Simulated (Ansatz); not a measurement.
## Sensitivity of the gradients in GeSe to the input

Cell: an entry of the Crystallography Open Database (COD).

Space group Pnma (No. 62); a = 10.8200, b = 3.8500, c = 4.4000 Å.

| site | Wyckoff | site symmetry | x | y | z |
| --- | --- | --- | --- | --- | --- |
| Ge | 4c | .m. | 0.1210 | 0.2500 | 0.1110 |
| Se | 4c | .m. | 0.8540 | 0.2500 | 0.5000 |

One atom of each set is listed.

Reference run. All values are calculated (Ansatz; DFT, PBE, plane waves and PAW, scalar-relativistic, 420 eV cutoff, Γ-centred 4×11×10 k-points, Fermi–Dirac smearing 0.02 eV), not measured.

Task: The input is changed as follows: `scf.convergence.dr2_threshold`: not typed → 1e-11; `scf.n_extra_bands`: not typed → 1; `scf.lower_state_search`: not typed → standard. What happens to V_zz (10²¹ V/m²) and η?

Result: 

```tsv
site	V_zz reference	η reference	V_zz changed	η changed
Ge	-6.28	0.21	-6.28	0.21
Se	-9.02	0.05	-9.02	0.05
```

All printed values agree. SCF iterations: 6 and 10.
